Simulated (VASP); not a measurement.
Input of a VASP 6.6.1 run:

File INCAR:

```
SYSTEM = Si
PREC = Accurate
ENCUT = 600
EDIFF = 1E-7
ISMEAR = 0
SIGMA = 0.03
LREAL = .FALSE.
LASPH = .TRUE.
NELM = 80
ALGO = Normal
ISIF = 4
LWAVE = .FALSE.
LCHARG = .FALSE.
GGA = PS
IBRION = 2
NSW = 40
EDIFFG = -0.01
```

KPOINTS

```
Automatic mesh
0
G
  12 12 6
  0 0 0
```

POSCAR

```
Si                                      
1.0
    2.7110705881      0.0000000000      0.0000000000
   -1.3555352941      2.3478560007     -0.0000000000
    0.0000000000      0.0000000000      4.5585552550
  Si            
     2
Direct
     0.3333333300000021    0.6666666699999979    0.2500000000000000
     0.6666666699999979    0.3333333300000021    0.7500000000000000
```

Potentials or basis: VASP PAW PBE potentials, release 64 (Si).

Launch:

```bash
$ cat potpaw_PBE.64/Si/POTCAR > POTCAR
$ mpirun -np 1 vasp_std > vasp.out
```

Question: What does it give for the band gap on the k mesh?

Answer: None (metal or under the smearing width).

Stress tensor (GPa, compression positive):
```
-3.62  0.00  0.00
 0.00 -3.62  0.00
 0.00  0.00 -3.74
```

Caveat: the relaxation stopped at its first step, so nothing moved; the PAW data sets were made with another functional, which shifts forces and pressure a little.
